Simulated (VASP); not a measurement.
# BN (P6_3/mmc) in VASP: notebook

Runs on BN. Level: PBE. Tasks: dielectric tensor.

All numbers are computed with VASP 6.6.1; they aren't measurements. Logs are shortened: lines on timing, memory, paths and dates and some standing lists are left out, and cuts for length are marked.

## (1) Starting point

Symmetry: P6_3/mmc, No. 194, hexagonal system. The conventional cell has a = 2.498 Å, b = 2.498 Å, c = 6.636 Å, α = 90.00°, β = 90.00°, γ = 120.00°. N (site symmetry -6m2) is surrounded by 3 B at 1.44 Å. B (site symmetry -6m2) has 3 N at 1.44 Å as nearest neighbours.

## (2) Dielectric tensor, PBE

Contents of INCAR:

```
SYSTEM = BN
  PREC = Accurate
  ENCUT = 400
  EDIFF = 1E-7
  ISMEAR = 0
  SIGMA = 0.01
  LREAL = .FALSE.
  LASPH = .TRUE.
  NELM = 100
  ALGO = Normal
  ISIF = 2
  LWAVE = .FALSE.
  LCHARG = .FALSE.
  GGA = PE
  LEPSILON = .TRUE.
```

Contents of KPOINTS:

```
Automatic mesh
0
G
  10 10 3
  0 0 0
```

Contents of POSCAR:

```
BN
1.0
    2.4982400000      0.0000000000      0.0000000000
   -1.2491200000      2.1635393048      0.0000000000
    0.0000000000      0.0000000000      6.6357000000
N B
2 2
Direct
    0.6666666667      0.3333333333      0.2500000000
    0.3333333333      0.6666666667      0.7500000000
    0.6666666667      0.3333333333      0.7500000000
    0.3333333333      0.6666666667      0.2500000000
```

Potentials or basis: VASP PAW PBE potentials, release 64 (N, B).

The run is started by

```sh
cat potpaw_PBE.64/N/POTCAR potpaw_PBE.64/B/POTCAR > POTCAR
mpirun -np 1 vasp_std > vasp.out
```

OUTCAR:

```text
SYSTEM = BN
   PREC = Accurate
   ENCUT = 400
   EDIFF = 1E-7
   ISMEAR = 0
   LREAL = .FALSE.
   LASPH = .TRUE.
   NELM = 100
   ISIF = 2
   GGA = PE
   LEPSILON = .TRUE.

 Found     28 irreducible k-points:

 Following reciprocal coordinates:
            Coordinates               Weight
  0.000000  0.000000  0.000000      1.000000
  0.100000  0.000000  0.000000      6.000000
  0.200000  0.000000  0.000000      6.000000
  0.300000  0.000000  0.000000      6.000000
  0.400000  0.000000  0.000000      6.000000
  0.500000  0.000000  0.000000      3.000000
   k-points           NKPTS =     28   k-points in BZ     NKDIM =     28   number of bands    NBANDS=     12
   number of dos      NEDOS =    301   number of ions     NIONS =      4
   total plane-waves  NPLWV =  12288
   dimension x,y,z NGX =    16 NGY =   16 NGZ =   48
   dimension x,y,z NGXF=    32 NGYF=   32 NGZF=   96
   ions per type =               2   2
   NGX,Y,Z   is equivalent  to a cutoff of  10.65, 10.65, 12.03 a.u.
   NGXF,Y,Z  is equivalent  to a cutoff of  21.29, 21.29, 24.05 a.u.
 SYSTEM =  BN
   PREC   = accura    normal or accurate (medium, high low for compatibility)
   ISTART =      0    job   : 0-new  1-cont  2-samecut
   ICHARG =      2    charge: 1-file 2-atom 10-const
   ISPIN  =      1    spin polarized calculation?
   LNONCOLLINEAR =      F non collinear calculations
   LSORBIT =      F    spin-orbit coupling
   LASPH  =      T    aspherical Exc in radial PAW
   ENCUT  =  400.0 eV  29.40 Ry    5.42 a.u.   4.07  4.07 10.82*2*pi/ulx,y,z
   NELM   =    100;   NELMIN=  2; NELMDL= -5     # of ELM steps
   EDIFF  = 0.1E-06   stopping-criterion for ELM
   LREAL  =      F    real-space projection
   EDIFFG = 0.1E-05   stopping-criterion for IOM
   NSW    =      0    number of steps for IOM
   IBRION =     -1    ionic relax: 0-MD 1-quasi-New 2-CG
   NFREE  =      0    steps in history (QN), initial steepest desc. (CG)
   ISIF   =      2    stress and relaxation
   ISYM   =      2    0-nonsym 1-usesym 2-fastsym
   POTIM  = 0.5000    time-step for ionic-motion
   TEBEG  =    0.0;   TEEND  =   0.0 temperature during run
   PSTRESS=    0.0 pullay stress
   NELECT =      16.0000    total number of electrons
   NUPDOWN=      -1.0000    fix difference up-down
   EMIN   =  10.00;   EMAX   =-10.00  energy-range for DOS
   EFERMI =   0.00;   METHOD = LEGACY
   ISMEAR =     0;   SIGMA  =   0.01  broadening in eV -4-tet -1-fermi 0-gaus
   EFERMI_NEDOS =   21; number of points for ismear=-14 and -15
   IALGO  =     38    algorithm
   IMIX   =      4    mixing-type and parameters
     AMIX     =   0.40;   BMIX     =  1.00
     AMIX_MAG =   1.60;   BMIX_MAG =  1.00
  volume/ion in A,a.u.               =       8.97        60.51
  Fermi-wavevector in a.u.,A,eV,Ry     =   1.250891  2.363842 21.289433  1.564729
  Thomas-Fermi vector in A             =   2.384864
   LORBIT       =      0    0 simple, 1 ext, 2 COOP (PROOUT), +10 PAW based schemes
   GGA     = PE    functional components
   LHFCALC =     F    Hartree Fock is set to
   AEXX    =    0.0000 exact exchange contribution
   IVDW    =     0    specifies the selected vdW correction
   LEPSILON=     T    determine dielectric tensor
   LRPA    =     F    only Hartree local field effects (RPA)
 non-spin polarized calculation
 Gauss-broadening in eV      SIGMA  =   0.01
  energy-cutoff  :      400.00
  volume of cell :       35.87
 maximum number of plane-waves:       664
   NGX =  9   NGY =  9   NGZ = 21

--------------------------------------- Ionic step        1  -------------------------------------------

 number of electron      16.0000004 magnetization

 E-fermi :   2.4217     XC(G=0): -10.0905

 val. band max:        2.3564697013   @ k =   0.3000   0.3000   0.0000
 cond. band min:       6.5985949884   @ k =   0.5000   0.0000   0.0000
 fundamental gap:      4.2421252871
 Fermi energy:         2.4216627897

 k-point     1 :       0.0000    0.0000    0.0000
  band No.  band energies     occupation
      1     -15.5385      2.00000
      2     -15.2440      2.00000
      3      -3.9441      2.00000
      4      -1.8131      2.00000
      5       0.9967      2.00000
      6       0.9968      2.00000
      7       1.0342      2.00000
      8       1.0342      2.00000
      9       7.5722      0.00000
     10      12.6743      0.00000
     11      13.9236      0.00000
     12      13.9252      0.00000

 k-point     2 :       0.1000    0.0000    0.0000
  band No.  band energies     occupation
      1     -15.3420      2.00000
      2     -15.0542      2.00000
      3      -3.6743      2.00000
      4      -1.5712      2.00000
      5       0.2026      2.00000
      6       0.2377      2.00000
      7       0.6267      2.00000
      8       0.6711      2.00000
      9       7.9244      0.00000
     10      12.5360      0.00000
     11      13.6954      0.00000
     12      13.9495      0.00000

 k-point     3 :       0.2000    0.0000    0.0000
  band No.  band energies     occupation
      1     -14.7688      2.00000
      2     -14.5013      2.00000
      3      -2.8789      2.00000
      4      -1.6928      2.00000
      5      -1.6477      2.00000
      6      -0.8662      2.00000
      7      -0.2047      2.00000
      8      -0.1499      2.00000
      9       8.8206      0.00000
     10      11.8775      0.00000
     11      12.8186      0.00000
     12      13.1983      0.00000

 k-point     4 :       0.3000    0.0000    0.0000
  band No.  band energies     occupation
      1     -13.8819      2.00000
      2     -13.6519      2.00000
      3      -3.9066      2.00000
      4      -3.8310      2.00000
      5      -1.6171      2.00000
      6      -1.0477      2.00000
      7      -0.9900      2.00000
      8       0.2098      2.00000
      9      10.0644      0.00000
     10      10.0742      0.00000
     11      10.6894      0.00000
     12      12.7439      0.00000

 k-point     5 :       0.4000    0.0000    0.0000
  band No.  band energies     occupation
      1     -12.8745      2.00000
      2     -12.7139      2.00000
      3      -5.8012      2.00000
      4      -5.7183      2.00000
      5      -1.6362      2.00000
      6      -1.5729      2.00000
      7      -0.0903      2.00000
      8       1.3715      2.00000
      9       7.7149      0.00000
     10       8.8927      0.00000
     11      11.3635      0.00000
     12      12.4442      0.00000

 k-point     6 :       0.5000    0.0000    0.0000
  band No.  band energies     occupation
      1     -12.3209      2.00000
      2     -12.2500      2.00000
      3      -6.6235      2.00000
      4      -6.5602      2.00000
      5      -1.8442      2.00000
      6      -1.7777      2.00000
      7       0.8620      2.00000
      8       1.8738      2.00000
      9       6.5986      0.00000
     10       7.9778      0.00000
     11      11.9055      0.00000
     12      12.3403      0.00000

 [... further k-points ...]

  FORCE on cell =-STRESS in cart. coord.  units (eV):
  Direction    XX          YY          ZZ          XY          YZ          ZX
  --------------------------------------------------------------------------------------
  -------------------------------------------------------------------------------------
  Total        0.5329815      0.5329815     -0.3963585      0.0000000     -0.0000000      0.0000000
  in kB       23.8087744     23.8087744    -17.7056994      0.0000000     -0.0000000      0.0000000
  external PRESSURE =       9.9706165 kB  Pullay stress =       0.0000000 kB

 VOLUME and BASIS-vectors are now :
 -----------------------------------------------------------------------------
  energy-cutoff  :      400.00
  volume of cell :       35.87
      direct lattice vectors                 reciprocal lattice vectors
     2.498240000  0.000000000  0.000000000     0.400281798  0.231102804  0.000000000
    -1.249120000  2.163539305  0.000000000     0.000000000  0.462205608  0.000000000
     0.000000000  0.000000000  6.635700000     0.000000000  0.000000000  0.150700002

 POSITION                                       TOTAL-FORCE (eV/Angst)
 -----------------------------------------------------------------------------------
      1.24912      0.72118      1.65892        -0.000000      0.000000      0.000000
     -0.00000      1.44236      4.97677         0.000000     -0.000000      0.000000
      1.24912      0.72118      4.97677        -0.000000      0.000000      0.000000
     -0.00000      1.44236      1.65892         0.000000     -0.000000      0.000000
 -----------------------------------------------------------------------------------
    total drift:                                0.000000     -0.000000      0.000000

  FREE ENERGIE OF THE ION-ELECTRON SYSTEM (eV)
  ---------------------------------------------------
  free  energy   TOTEN  =       -35.1341428577 eV

  energy  without entropy=      -35.1341428577  energy(sigma->0) =      -35.13414286

 HEAD OF MICROSCOPIC STATIC DIELECTRIC TENSOR (INDEPENDENT PARTICLE, excluding Hartree and local field effects)
 ------------------------------------------------------
           4.837283     0.000000     0.000000
           0.000000     4.837283    -0.000000
           0.000000     0.000000     3.015209
 ------------------------------------------------------

 Free energy of the ion-electron system (eV)
  ---------------------------------------------------
  ---------------------------------------------------
  free energy    TOTEN  =        -0.39645076 eV

  energy without entropy =       -0.39645076

------------------------ aborting loop because EDIFF is reached ----------------------------------------

--------------------------------------- Ionic step        2  -------------------------------------------

------------------------ aborting loop because EDIFF is reached ----------------------------------------

--------------------------------------- Ionic step        3  -------------------------------------------

 Free energy of the ion-electron system (eV)
  ---------------------------------------------------
  ---------------------------------------------------
  free energy    TOTEN  =        -0.18690128 eV

  energy without entropy =       -0.18690128

------------------------ aborting loop because EDIFF is reached ----------------------------------------

 PIEZOELECTRIC TENSOR FIELD DIRECTION 3  (e Angst)
 -----------------------------------------------------------------------------
    -0.00030  0.00000  0.00000           ( -0.00000  0.00000  0.00000)
     0.00000 -0.00030 -0.00000           (  0.00000 -0.00000 -0.00000)
     0.00000  0.00000  0.00025           (  0.00000 -0.00000 -0.00001)

 PIEZOELECTRIC TENSOR FIELD DIRECTION 3  (C/m^2)
 -----------------------------------------------------------------------------
    -0.00013  0.00000  0.00000
     0.00000 -0.00013 -0.00000
     0.00000  0.00000  0.00011

 MACROSCOPIC STATIC DIELECTRIC TENSOR (including local field effects in DFT)
 ------------------------------------------------------
           4.748740    -0.000000     0.000000
           0.000000     4.748740     0.000000
           0.000000     0.000000     2.692103
 ------------------------------------------------------

 PIEZOELECTRIC TENSOR (including local field effects)  for field in x, y, z        (e  Angst)
          XX          YY          ZZ          XY          YZ          ZX
  --------------------------------------------------------------------------------
  x     0.00000     0.00000     0.00000     0.00000     0.00000     0.00000
  y     0.00000     0.00000     0.00000     0.00000     0.00000     0.00000
  z     0.00000     0.00000     0.00000     0.00000     0.00000     0.00000

 PIEZOELECTRIC TENSOR (including local field effects)  for field in x, y, z        (C/m^2)
          XX          YY          ZZ          XY          YZ          ZX
  --------------------------------------------------------------------------------
  x     0.00000     0.00000     0.00000     0.00000     0.00000     0.00000
  y     0.00000     0.00000     0.00000     0.00000     0.00000     0.00000
  z     0.00000     0.00000     0.00000     0.00000     0.00000     0.00000

 BORN EFFECTIVE CHARGES (including local field effects) (in |e|, cummulative output)
 ---------------------------------------------------------------------------------
 ion    1
    1    -2.70359     0.00000     0.00000
    2     0.00000    -2.70359     0.00000
    3     0.00000     0.00000    -0.74194
 ion    2
    1    -2.70359     0.00000     0.00000
    2     0.00000    -2.70359     0.00000
    3     0.00000     0.00000    -0.74194
 ion    3
    1     2.70359     0.00000     0.00000
    2     0.00000     2.70359     0.00000
    3     0.00000     0.00000     0.74194
 ion    4
    1     2.70359     0.00000     0.00000
    2     0.00000     2.70359     0.00000
    3     0.00000     0.00000     0.74194
```

Wall time 53 s (1 thread of Intel Xeon Platinum 8259CL at 2.50GHz (Skylake/Cascade Lake), shared host); peak memory 0.17 GiB.

The run converged, but some of its settings lie outside the range that counts as converged, so its numbers aren't taken as properties of the crystal.

Results:

- Band gap on the k mesh: 4.24 eV, indirect (least direct gap 4.68 eV)
- Electronic dielectric tensor (diagonal): 4.75, 4.75, 2.69
- Born charges (mean of the diagonal): N -2.05; B +2.05 e

Caveat: the cutoff is under 1.25 times the usual one of these potentials, so pressure, stress and relaxed cells hold a basis-set (Pulay) error; an odd mesh through Γ misses points on the zone boundary, where band edges often lie; this functional lacks dispersion, which binds the layers, so the pressure and a relaxed spacing across them are unreliable.

[end of part 1 of 3]
